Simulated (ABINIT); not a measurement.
# GaN (F-43m) in ABINIT: single point with PBE

Aim: the single point of GaN with PBE.

All numbers are computed with ABINIT 10.8.3 (patched build); they aren't measurements. Logs are shortened: lines on timing, memory, paths and dates and some standing lists are left out, and cuts for length are marked. The log counts tension as positive stress, the text compression.

**Experimental background.**

A printed reference work, textbook reports, for a bulk crystal of GaN at 0 K: band gap 3.299 eV (direct).

The runs below are set against these values where they give the same quantity.

## Step 1: The structure

The structure is cubic, space group F-43m (No. 216). Conventional cell: a = 4.507 Å, b = 4.507 Å, c = 4.507 Å, α = 90.00°, β = 90.00°, γ = 90.00°. Ga (site symmetry -43m) has 4 N at 1.95 Å as nearest neighbours. N (site symmetry -43m) is surrounded by 4 Ga at 1.95 Å.

The cell is a database's computed one.

## Step 2: Single point, PBE

File run.abi:

```
pp_dirpath "./"
pseudos "Ga.upf, N.upf"

acell 6.0224269985 6.0224269985 6.0224269985
rprim
     0.0000000000     0.7071067812     0.7071067812
     0.7071067812     0.0000000000     0.7071067812
     0.7071067812     0.7071067812     0.0000000000
ntypat 2
znucl 31 7
natom 2
typat 1 2
xred
     0.0000000000     0.0000000000     0.0000000000
     0.2500000000     0.2500000000     0.2500000000

ecut 40.0

kptopt 1
ngkpt 8 8 8
nshiftk 1
shiftk 0.0 0.0 0.0

ixc 11

nband 13
occopt 3
tsmear 0.05 eV

nstep 100
tolvrs 1.0e-10

iomode 3
prtwf 0
prtden 0
prteig 0
prtebands 0
enunit 2
```

Potentials or basis: PseudoDojo NC SR PBE v0.4.1 standard.

Started as:

```bash
mpirun --bind-to none -np 4 abinit run.abi > log 2>&1
```

run.abo:

```text
.Version 10.8.3 of ABINIT
 Symmetries : space group F-4 3 m (#216); Bravais cF (face-center cubic)
================================================================================
 Values of the parameters that define the memory need of the present run
     intxc =       0    ionmov =       0      iscf =       7    lmnmax =       6
     lnmax =       6     mgfft =      36  mpssoang =       3    mqgrid =    3001
     natom =       2  nloc_mem =       1    nspden =       1   nspinor =       1
    nsppol =       1      nsym =      24    n1xccc =    2501    ntypat =       2
    occopt =       3   xclevel =       2
       mpw =        1880          nfft =       46656          nkpt =          29
================================================================================
================================================================================

--------------------------------------------------------------------------------
------------- Echo of variables that govern the present computation ------------
--------------------------------------------------------------------------------
 -outvars: echo values of preprocessed input variables --------
            acell      6.0224269985E+00  6.0224269985E+00  6.0224269985E+00 Bohr
              amu      6.97230000E+01  1.40067400E+01
             ecut      4.00000000E+01 Hartree
           enunit           2
              ixc          11
         kptrlatt        8    0    0      0    8    0      0    0    8
          kptrlen      4.81794160E+01
            natom           2
            nband          13
            ngfft          36      36      36
             nkpt          29
            nstep         100
             nsym          24
           ntypat           2
           occopt           3
           prtden           0
        prtebands           0
           prteig           0
            prtwf           0
            rprim      0.0000000000E+00  7.0710678120E-01  7.0710678120E-01
                       7.0710678120E-01  0.0000000000E+00  7.0710678120E-01
                       7.0710678120E-01  7.0710678120E-01  0.0000000000E+00
          spgroup         216
           tolvrs      1.00000000E-10
           tsmear      1.83746611E-03 Hartree
            typat      1  2
           xangst      0.0000000000E+00  0.0000000000E+00  0.0000000000E+00
                       1.1267503030E+00  1.1267503030E+00  1.1267503030E+00
            xcart      0.0000000000E+00  0.0000000000E+00  0.0000000000E+00
                       2.1292494850E+00  2.1292494850E+00  2.1292494850E+00
             xred      0.0000000000E+00  0.0000000000E+00  0.0000000000E+00
                       2.5000000000E-01  2.5000000000E-01  2.5000000000E-01
            znucl       31.00000    7.00000

================================================================================

 chkinp: Checking input parameters for consistency.

================================================================================
[... 102 lines left out ...]
 reduced coordinates (array xred) for    2 atoms
       0.000000000000      0.000000000000      0.000000000000
       0.250000000000      0.250000000000      0.250000000000
 rms dE/dt=  2.1541E-27; max dE/dt=  2.1541E-27; dE/dt below (all hartree)
    1      -0.000000000000     -0.000000000000      0.000000000000
    2       0.000000000000      0.000000000000     -0.000000000000

 cartesian coordinates (angstrom) at end:
    1      0.00000000000000     0.00000000000000     0.00000000000000
    2      1.12675030300373     1.12675030300373     1.12675030300373

 cartesian forces (hartree/bohr) at end:
    1     -0.00000000000000    -0.00000000000000     0.00000000000000
    2      0.00000000000000     0.00000000000000    -0.00000000000000
 frms,max,avg= 4.8430427E-28 7.5875896E-28   0.000E+00  0.000E+00  0.000E+00 h/b

 cartesian forces (eV/Angstrom) at end:
    1     -0.00000000000000    -0.00000000000000     0.00000000000000
    2      0.00000000000000     0.00000000000000    -0.00000000000000
 frms,max,avg= 2.4903927E-26 3.9016955E-26   0.000E+00  0.000E+00  0.000E+00 e/A
 length scales=  6.022426998500  6.022426998500  6.022426998500 bohr
              =  3.186931119771  3.186931119771  3.186931119771 angstroms
 Fermi (or HOMO) energy (hartree) =   0.22914   Average Vxc (hartree)=  -0.43122
 Eigenvalues (hartree) for nkpt=  29  k points:
 kpt#   1, nband= 13, wtk=  0.00195, kpt=  0.0000  0.0000  0.0000 (reduced coord)
  -0.38893   -0.30295   -0.30295   -0.30295   -0.29168   -0.29168    0.19559    0.19559
   0.19559    0.26021    0.57614    0.57614    0.57614
      occupation numbers for kpt#   1
   2.00000    2.00000    2.00000    2.00000    2.00000    2.00000    2.00000    2.00000
   2.00000    0.00000    0.00000    0.00000    0.00000
 prteigrs : prtvol=0 or 1, do not print more k-points.

 Fermi (or HOMO) energy (eV) =   6.23513   Average Vxc (eV)= -11.73416
 Eigenvalues (   eV  ) for nkpt=  29  k points:
 kpt#   1, nband= 13, wtk=  0.00195, kpt=  0.0000  0.0000  0.0000 (reduced coord)
 -10.58346   -8.24358   -8.24358   -8.24358   -7.93708   -7.93708    5.32235    5.32235
   5.32235    7.08079   15.67755   15.67755   15.67755
 prteigrs : prtvol=0 or 1, do not print more k-points.

--- !EnergyTerms
iteration_state     : {dtset: 1, }
comment             : Components of total free energy in Hartree
kinetic             :  7.01248118301468E+01
hartree             :  2.18371784478550E+01
xc                  : -2.40675044899099E+01
Ewald energy        : -5.83371585563683E+01
psp_core            :  3.48497873504000E+00
local_psp           : -6.05041336657719E+01
non_local_psp       : -3.94178822182683E+01
internal            : -8.68797099172766E+01
'-kT*entropy'       : -1.22898569823177E-11
total_energy        : -8.68797099172888E+01
total_energy_eV     : -2.36411734349813E+03
band_energy         : -3.09711076555945E+00
...

 Cartesian components of stress tensor (hartree/bohr^3)
  sigma(1 1)= -1.74072090E-04  sigma(3 2)=  0.00000000E+00
  sigma(2 2)= -1.74072090E-04  sigma(3 1)=  0.00000000E+00
  sigma(3 3)= -1.74072090E-04  sigma(2 1)=  0.00000000E+00

-Cartesian components of stress tensor (GPa)         [Pressure=  5.1214E+00 GPa]
- sigma(1 1)= -5.12137769E+00  sigma(3 2)=  0.00000000E+00
- sigma(2 2)= -5.12137769E+00  sigma(3 1)=  0.00000000E+00
- sigma(3 3)= -5.12137769E+00  sigma(2 1)=  0.00000000E+00

== END DATASET(S) ==============================================================
================================================================================

 -outvars: echo values of variables after computation  --------
            acell      6.0224269985E+00  6.0224269985E+00  6.0224269985E+00 Bohr
           etotal     -8.6879709917E+01
            fcart     -2.5291965476E-28 -2.5291965476E-28  7.5875896428E-28
                       2.5291965476E-28  2.5291965476E-28 -7.5875896428E-28
            rprim      0.0000000000E+00  7.0710678120E-01  7.0710678120E-01
                       7.0710678120E-01  0.0000000000E+00  7.0710678120E-01
                       7.0710678120E-01  7.0710678120E-01  0.0000000000E+00
           strten     -1.7407208962E-04 -1.7407208962E-04 -1.7407208962E-04
                       0.0000000000E+00  0.0000000000E+00  0.0000000000E+00
           xangst      0.0000000000E+00  0.0000000000E+00  0.0000000000E+00
                       1.1267503030E+00  1.1267503030E+00  1.1267503030E+00
             xred      0.0000000000E+00  0.0000000000E+00  0.0000000000E+00
                       2.5000000000E-01  2.5000000000E-01  2.5000000000E-01
 Calculation completed.
```

Run time: 8.6 s. Hardware: 4 MPI ranks of Arm Neoverse V1, shared host; peak memory 0.24 GiB.

What came out:

```yaml
Free_energy: -2364.1173 eV
Pressure: 5.1 GPa
Band_gap_on_the_k_mesh: 1.76 eV, direct
Valence_electrons_inside_the_program's_atomic_spheres: Ga 10.88; N 5.23
```

Levels at points of the mesh, in eV from the valence-band top:
| k point | band 6 | band 7 | band 8 | band 9 | band 10 | band 11 | band 12 | band 13 |
| --- | --- | --- | --- | --- | --- | --- | --- | --- |
| (0.00, 0.00, 0.00) | -13.26 | 0.00 | 0.00 | 0.00 | 1.76 | 10.36 | 10.36 | 10.36 |
| (0.50, 0.00, 0.00) | -11.95 | -7.02 | -0.96 | -0.96 | 4.67 | 8.74 | 10.40 | 10.40 |
| (0.50, 0.50, 0.00) | -11.51 | -6.11 | -2.69 | -2.69 | 3.38 | 6.69 | 11.71 | 13.96 |

## Step 3: Comparison with measurements

Step 2. Measured gap of GaN: 3.299 eV (direct; 0 K; a printed reference work, textbook). This calculation gives 1.76 eV (-1.54 eV). Spin-orbit coupling on Ga is left out. The value is that of PBE, without temperature or zero-point motion. Semilocal functionals fall short of measured gaps as a rule. The cell is a database's relaxed one, not the measured one, which moves gaps too.
